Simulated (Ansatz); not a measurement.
FePt (Tetraferroplatinum):

```
Pt Fe
1.0
     2.72350    0.00000    0.00000
     0.00000    2.72350    0.00000
     0.00000    0.00000    3.72000
Pt Fe
1 1
Direct
  0.50000 0.50000 0.50000
  0.00000 0.00000 0.00000
```

Base run:

```yaml
Program: Ansatz 0.2.0
Functional: LDA
Potentials_or_basis: Ansatz PAW
Cutoff: "420 eV (not typed: the program's choice for these potentials)"
k_mesh: 10 × 10 × 7
Occupations: fermi-dirac, width 0.05 eV
Spin: collinear spin, ferromagnetic start
Starting_moments: "[0.0, 3.0] μB"
```

Its results: band gap on the k mesh none (metal or under the smearing width); pressure -12.7 GPa; net moment 3.22 μB per cell; site moments Pt +0.38; Fe +2.86 μB.

**Question.** The run is repeated on the same cell with these changes: functional from LDA to RPBE. What comes out?

**Answer.** Band gap on the k mesh none (metal or under the smearing width); pressure 8.4 GPa; net moment 3.31 μB per cell; site moments Pt +0.40; Fe +2.99 μB.

RPBE binds less tightly than LDA, so the same cell stands under more pressure.

Caveats: spin-orbit coupling is left out, which moves the levels of the heavy elements; the PAW data sets come from PBE, with cores solved anew for the run's functional, which leaves a small shift of forces and pressure.
